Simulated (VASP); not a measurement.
A run of VASP 6.6.1:

Contents of POSCAR:

```
NaH
1.0
    0.0000000000      2.5392694138      2.6775996420
    2.5392694138      0.0000000000      2.6775996420
    2.5392694138      2.5392694138      0.0000000000
Na H
1 1
Direct
    0.0000000000      0.0000000000      0.0000000000
    0.2500000000      0.2500000000      0.2500000000
```

The input INCAR.step1:

```
PREC = Accurate
ENCUT = 520
EDIFF = 1E-5
ISMEAR = 0
SIGMA = 0.01
LREAL = False
LASPH = True
NELM = 100
ALGO = Normal
ISIF = 2
LWAVE = True
LCHARG = False
GGA = PE
NBANDS = 11
```

File INCAR.step2:

```
PREC = Accurate
ENCUT = 520
EDIFF = 1E-7
ISMEAR = 0
SIGMA = 0.01
LREAL = False
LASPH = True
NELM = 100
ALGO = Normal
ISIF = 2
LWAVE = False
LCHARG = False
GGA = PE
LHFCALC = True
HFSCREEN = 0.2079
PRECFOCK = Normal
ISTART = 1
NBANDS = 11
```

File KPOINTS:

```
Automatic mesh
0
Gamma
  6 6 6
```

Potentials or basis: VASP PAW PBE potentials, release 64 (Na_pv, H).

Run with:

```sh
$ cat potpaw_PBE.64/Na_pv/POTCAR potpaw_PBE.64/H/POTCAR > POTCAR
$ cp INCAR.step1 INCAR
$ mpirun -np 1 vasp_std > vasp.out
$ cp INCAR.step2 INCAR
$ mpirun -np 1 vasp_std > vasp.out
```

Hardware: 1 thread of Intel(R) Xeon(R) 6975P-C (Granite Rapids), with other jobs on the host.

How long does it take, and how much memory?

Wall time 8.3 min on 1 thread of Intel(R) Xeon(R) 6975P-C (Granite Rapids), with other jobs on the host, peak memory 0.27 GiB. Counts: scf iterations 13, k points 30.
